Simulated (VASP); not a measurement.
# Y (P6_3/mmc) in VASP: notebook, part 2 of 3

VASP 6.6.1. The steps go on from the part before.

**3. Band structure, AM05**

INCAR

```
SYSTEM = Y
PREC = Accurate
ENCUT = 520
EDIFF = 1E-6
ISMEAR = -1
SIGMA = 0.05
LREAL = .FALSE.
LASPH = .TRUE.
NELM = 80
ALGO = Normal
ISIF = 2
LWAVE = .FALSE.
LCHARG = .FALSE.
LMAXMIX = 4
GGA = AM
NBANDS = 18
```

KPOINTS

```
Automatic mesh
0
G
  8 8 5
  0 0 0
```

POSCAR

```
Y
1.0
    3.6474000000      0.0000000000      0.0000000000
   -1.8237000000      3.1587410578      0.0000000000
    0.0000000000      0.0000000000      5.7306000000
Y
2
Direct
    0.6666666667      0.3333333333      0.7500000000
    0.3333333333      0.6666666667      0.2500000000
```

KPOINTS_OPT

```
path GMKGALHA,LM,KH
15
line-mode
reciprocal
 0.0000000000  0.0000000000  0.0000000000  G
 0.5000000000  0.0000000000  0.0000000000  M

 0.5000000000  0.0000000000  0.0000000000  M
 0.3333333333  0.3333333333  0.0000000000  K

 0.3333333333  0.3333333333  0.0000000000  K
 0.0000000000  0.0000000000  0.0000000000  G

 0.0000000000  0.0000000000  0.0000000000  G
 0.0000000000  0.0000000000  0.5000000000  A

 0.0000000000  0.0000000000  0.5000000000  A
 0.5000000000  0.0000000000  0.5000000000  L

 0.5000000000  0.0000000000  0.5000000000  L
 0.3333333333  0.3333333333  0.5000000000  H

 0.3333333333  0.3333333333  0.5000000000  H
 0.0000000000  0.0000000000  0.5000000000  A

 0.5000000000  0.0000000000  0.5000000000  L
 0.5000000000  0.0000000000  0.0000000000  M

 0.3333333333  0.3333333333  0.0000000000  K
 0.3333333333  0.3333333333  0.5000000000  H
```

Potentials or basis: VASP PAW PBE potentials, release 64 (Y_sv).

Started as:

```bash
cat potpaw_PBE.64/Y_sv/POTCAR > POTCAR
mpirun -np 1 vasp_std > vasp.out
```

OUTCAR:

```text
SYSTEM = Y
   PREC = Accurate
   ENCUT = 520
   EDIFF = 1E-6
   ISMEAR = -1
   LREAL = .FALSE.
   LASPH = .TRUE.
   NELM = 80
   ISIF = 2
   GGA = AM

 ion  position               nearest neighbor table
   1  0.667  0.333  0.750-   2 3.56   2 3.56   2 3.56   2 3.56   2 3.56   2 3.56
   2  0.333  0.667  0.250-   1 3.56   1 3.56   1 3.56   1 3.56   1 3.56   1 3.56

  LATTYP: Found a hexagonal cell.
 ALAT       =     3.6474000000
 C/A-ratio  =     1.5711465702

  Lattice vectors:

 A1 = (   3.6474000000,   0.0000000000,   0.0000000000)
 A2 = (  -1.8237000000,   3.1587410578,   0.0000000000)
 A3 = (   0.0000000000,   0.0000000000,   5.7306000000)

Analysis of symmetry for initial positions (statically):
=====================================================================
 Subroutine PRICEL returns:
 Original cell was already a primitive cell.

 Routine SETGRP: Setting up the symmetry group for a
 hexagonal supercell.

 Subroutine GETGRP returns: Found 24 space group operations
 (whereof 12 operations were pure point group operations)
 out of a pool of 24 trial point group operations.

The static configuration has the point symmetry D_3d.
 The point group associated with its full space group is D_6h.

Analysis of symmetry for dynamics (positions and initial velocities):
=====================================================================
 Subroutine PRICEL returns:
 Original cell was already a primitive cell.

 Routine SETGRP: Setting up the symmetry group for a
 hexagonal supercell.

 Subroutine GETGRP returns: Found 24 space group operations
 (whereof 12 operations were pure point group operations)
 out of a pool of 24 trial point group operations.

The dynamic configuration has the point symmetry D_3d.
 The point group associated with its full space group is D_6h.

 Subroutine INISYM returns: Found 24 space group operations
 (whereof 12 operations are pure point group operations),
 and found     1 'primitive' translations

----------------------------------------------------------------------------------------

                                     Primitive cell

  volume of cell :      66.0233

  direct lattice vectors                    reciprocal lattice vectors
     3.647400000  0.000000000  0.000000000     0.274167900  0.158290911  0.000000000
    -1.823700000  3.158741058  0.000000000     0.000000000  0.316581822  0.000000000
     0.000000000  0.000000000  5.730600000     0.000000000  0.000000000  0.174501797

  length of vectors
     3.647400000  3.647400000  5.730600000     0.316581822  0.316581822  0.174501797

  position of ions in fractional coordinates (direct lattice)
     0.666666667  0.333333333  0.750000000
     0.333333333  0.666666667  0.250000000

  ion indices of the primitive-cell ions
   primitive index   ion index
                 1           1
                 2           2

----------------------------------------------------------------------------------------

 KPOINTS: Automatic mesh

Automatic generation of k-mesh.
 Grid dimensions read from file:
 generate k-points for:    8    8    5

 Generating k-lattice:

  Cartesian coordinates                     Fractional coordinates (reciprocal lattice)
     0.034270988  0.019786364  0.000000000     0.125000000 -0.000000000  0.000000000
     0.000000000  0.039572728  0.000000000     0.000000000  0.125000000  0.000000000
     0.000000000  0.000000000  0.034900359     0.000000000  0.000000000  0.200000000

  Length of vectors
     0.039572728  0.039572728  0.034900359

  Shift w.r.t. Gamma in fractional coordinates (k-lattice)
     0.000000000  0.000000000  0.000000000

 Subroutine IBZKPT returns following result:
 ===========================================

 Found     30 irreducible k-points:

 Following reciprocal coordinates:
            Coordinates               Weight
  0.000000  0.000000  0.000000      1.000000
  0.125000  0.000000  0.000000      6.000000
  0.250000  0.000000  0.000000      6.000000
  0.375000 -0.000000  0.000000      6.000000
  0.500000  0.000000  0.000000      3.000000
  0.125000  0.125000  0.000000      6.000000
[... 16 lines left out ...]
  0.250000  0.000000  0.400000     12.000000
  0.375000 -0.000000  0.400000     12.000000
 [... further k-points ...]
   k-points           NKPTS =     30   k-points in BZ     NKDIM =     30   number of bands    NBANDS=     18
   number of dos      NEDOS =    301   number of ions     NIONS =      2
   total plane-waves  NPLWV =  37632
   dimension x,y,z NGX =    28 NGY =   28 NGZ =   48
   dimension x,y,z NGXF=    56 NGYF=   56 NGZF=   96
   ions per type =               2
   NGX,Y,Z   is equivalent  to a cutoff of  12.76, 12.76, 13.92 a.u.
   NGXF,Y,Z  is equivalent  to a cutoff of  25.52, 25.52, 27.85 a.u.
 SYSTEM =  Y
   PREC   = accura    normal or accurate (medium, high low for compatibility)
   ISTART =      0    job   : 0-new  1-cont  2-samecut
   ICHARG =      2    charge: 1-file 2-atom 10-const
   ISPIN  =      1    spin polarized calculation?
   LNONCOLLINEAR =      F non collinear calculations
   LSORBIT =      F    spin-orbit coupling
   LASPH  =      T    aspherical Exc in radial PAW
   ENCUT  =  520.0 eV  38.22 Ry    6.18 a.u.   6.78  6.78 10.66*2*pi/ulx,y,z
   NELM   =     80;   NELMIN=  2; NELMDL= -5     # of ELM steps
   EDIFF  = 0.1E-05   stopping-criterion for ELM
   LREAL  =      F    real-space projection
   EDIFFG = 0.1E-04   stopping-criterion for IOM
   NSW    =      0    number of steps for IOM
   IBRION =     -1    ionic relax: 0-MD 1-quasi-New 2-CG
   NFREE  =      0    steps in history (QN), initial steepest desc. (CG)
   ISIF   =      2    stress and relaxation
   ISYM   =      2    0-nonsym 1-usesym 2-fastsym
   POTIM  = 0.5000    time-step for ionic-motion
   TEBEG  =    0.0;   TEEND  =   0.0 temperature during run
   PSTRESS=    0.0 pullay stress
   NELECT =      22.0000    total number of electrons
   NUPDOWN=      -1.0000    fix difference up-down
   EMIN   =  10.00;   EMAX   =-10.00  energy-range for DOS
   EFERMI =   0.00;   METHOD = LEGACY
   ISMEAR =    -1;   SIGMA  =   0.05  broadening in eV -4-tet -1-fermi 0-gaus
   EFERMI_NEDOS =   21; number of points for ismear=-14 and -15
   IALGO  =     38    algorithm
   IMIX   =      4    mixing-type and parameters
     AMIX     =   0.40;   BMIX     =  1.00
     AMIX_MAG =   1.60;   BMIX_MAG =  1.00
  volume/ion in A,a.u.               =      33.01       222.77
  Fermi-wavevector in a.u.,A,eV,Ry     =   1.134967  2.144777 17.526345  1.288150
  Thomas-Fermi vector in A             =   2.271671
   LORBIT       =      0    0 simple, 1 ext, 2 COOP (PROOUT), +10 PAW based schemes
   GGA     = AM    functional components
   LHFCALC =     F    Hartree Fock is set to
   AEXX    =    0.0000 exact exchange contribution
   IVDW    =     0    specifies the selected vdW correction
   LEPSILON=     F    determine dielectric tensor
   LRPA    =     F    only Hartree local field effects (RPA)
 non-spin polarized calculation
  energy-cutoff  :      520.00
  volume of cell :       66.02
 maximum number of plane-waves:      1791
 NGX is ok and might be reduce to    28
   NGX = 13   NGY = 13   NGZ = 21

 number of electron      22.0000001 magnetization

 Free energy of the ion-electron system (eV)
  ---------------------------------------------------
  ext. energy  EPLUGINS =         0.00000000
  ---------------------------------------------------
  free energy    TOTEN  =       -13.18968824 eV

  energy without entropy =      -13.14935352  energy(sigma->0) =      -13.16952088

 E-fermi :   2.8858     XC(G=0):  -9.4711

 val. band max:        2.8819374327   @ k =   0.2500   0.1250   0.0000
 cond. band min:       2.8860375302   @ k =   0.2500   0.1250   0.4000
 fundamental gap:      0.0041000975
 Fermi energy:         2.8857869217

 k-point     1 :       0.0000    0.0000    0.0000
  band No.  band energies     occupation
      1     -39.7212      2.00000
      2     -39.6495      2.00000
      3     -20.0233      2.00000
      4     -19.5549      2.00000
      5     -19.5549      2.00000
      6     -19.4673      2.00000
[... 10 lines left out ...]
     17       5.6877      0.00000
     18       5.6877      0.00000
[... 463 lines left out ...]
 k-point    24 :       0.3750   -0.0000    0.4000
  band No.  band energies     occupation
      1     -39.6613      2.00000
      2     -39.6504      2.00000
      3     -19.9411      2.00000
      4     -19.8983      2.00000
      5     -19.6264      2.00000
      6     -19.6066      2.00000
[... 10 lines left out ...]
     17       7.3674      0.00000
     18       7.5044      0.00000

 [... further k-points ...]

------------------------ aborting loop because EDIFF is reached ----------------------------------------

  FORCE on cell =-STRESS in cart. coord.  units (eV):
  Direction    XX          YY          ZZ          XY          YZ          ZX
  --------------------------------------------------------------------------------------
  -------------------------------------------------------------------------------------
  Total       -0.6324562     -0.6324562     -0.8045900      0.0000000      0.0000000      0.0000000
  in kB      -15.3477068    -15.3477068    -19.5248504      0.0000000      0.0000000      0.0000000
  external PRESSURE =     -16.7400880 kB  Pullay stress =       0.0000000 kB

 VOLUME and BASIS-vectors are now :
 -----------------------------------------------------------------------------
  energy-cutoff  :      520.00
  volume of cell :       66.02
      direct lattice vectors                 reciprocal lattice vectors
     3.647400000  0.000000000  0.000000000     0.274167900  0.158290911  0.000000000
    -1.823700000  3.158741058  0.000000000     0.000000000  0.316581822  0.000000000
     0.000000000  0.000000000  5.730600000     0.000000000  0.000000000  0.174501797

 POSITION                                       TOTAL-FORCE (eV/Angst)
 -----------------------------------------------------------------------------------
      1.82370      1.05291      4.29795        -0.000000      0.000000      0.000000
     -0.00000      2.10583      1.43265         0.000000      0.000000      0.000000
 -----------------------------------------------------------------------------------
    total drift:                               -0.000000      0.000000     -0.000000

  FREE ENERGIE OF THE ION-ELECTRON SYSTEM (eV)
  ---------------------------------------------------
  free  energy   TOTEN  =       -13.1896882362 eV

  energy  without entropy=      -13.1493535240  energy(sigma->0) =      -13.16952088
```

Run time: 78 s. Hardware: 1 thread of AMD EPYC 9R45 (Zen 5), shared host; peak memory 0.18 GiB.

What came out:

```yaml
Free_energy: -13.1897 eV
Pressure: -1.7 GPa
Band_gap_along_the_path: none (metal or under the smearing width)
```

Stress tensor (GPa, compression positive):
```
-1.53  0.00  0.00
 0.00 -1.53  0.00
 0.00  0.00 -1.95
```

Levels at the corners of the path, in eV from the Fermi level:
| point | band 7 | band 8 | band 9 | band 10 | band 11 | band 12 | band 13 | band 14 |
| --- | --- | --- | --- | --- | --- | --- | --- | --- |
| Γ | -22.35 | -22.32 | -4.69 | -1.85 | 0.86 | 1.76 | 1.76 | 2.05 |
| M | -22.47 | -22.41 | -1.66 | -1.17 | -0.80 | -0.11 | 1.39 | 1.49 |
| M | -22.47 | -22.41 | -1.66 | -1.17 | -0.80 | -0.11 | 1.39 | 1.49 |
| K | -22.56 | -22.55 | -0.68 | -0.65 | -0.65 | -0.45 | 1.08 | 1.08 |
| K | -22.56 | -22.55 | -0.68 | -0.65 | -0.65 | -0.45 | 1.08 | 1.08 |
| Γ | -22.35 | -22.32 | -4.69 | -1.85 | 0.86 | 1.76 | 1.76 | 2.05 |
| Γ | -22.35 | -22.32 | -4.69 | -1.85 | 0.86 | 1.76 | 1.76 | 2.05 |
| A | -22.40 | -22.40 | -3.26 | -3.26 | 0.96 | 0.96 | 1.69 | 1.69 |
| A | -22.40 | -22.40 | -3.26 | -3.26 | 0.96 | 0.96 | 1.69 | 1.69 |
| L | -22.47 | -22.47 | -1.64 | -1.64 | 0.08 | 0.08 | 1.36 | 1.36 |
| L | -22.47 | -22.47 | -1.64 | -1.64 | 0.08 | 0.08 | 1.36 | 1.36 |
| H | -22.42 | -22.42 | -0.38 | -0.38 | -0.36 | -0.36 | 0.42 | 0.42 |
| H | -22.42 | -22.42 | -0.38 | -0.38 | -0.36 | -0.36 | 0.42 | 0.42 |
| A | -22.40 | -22.40 | -3.26 | -3.26 | 0.96 | 0.96 | 1.69 | 1.69 |
| L | -22.47 | -22.47 | -1.64 | -1.64 | 0.08 | 0.08 | 1.36 | 1.36 |
| M | -22.47 | -22.41 | -1.66 | -1.17 | -0.80 | -0.11 | 1.39 | 1.49 |
| K | -22.56 | -22.55 | -0.68 | -0.65 | -0.65 | -0.45 | 1.08 | 1.08 |
| H | -22.42 | -22.42 | -0.38 | -0.38 | -0.36 | -0.36 | 0.42 | 0.42 |

Caveat: the PAW data sets were made with another functional, which shifts forces and pressure a little.

[end of part 2 of 3]
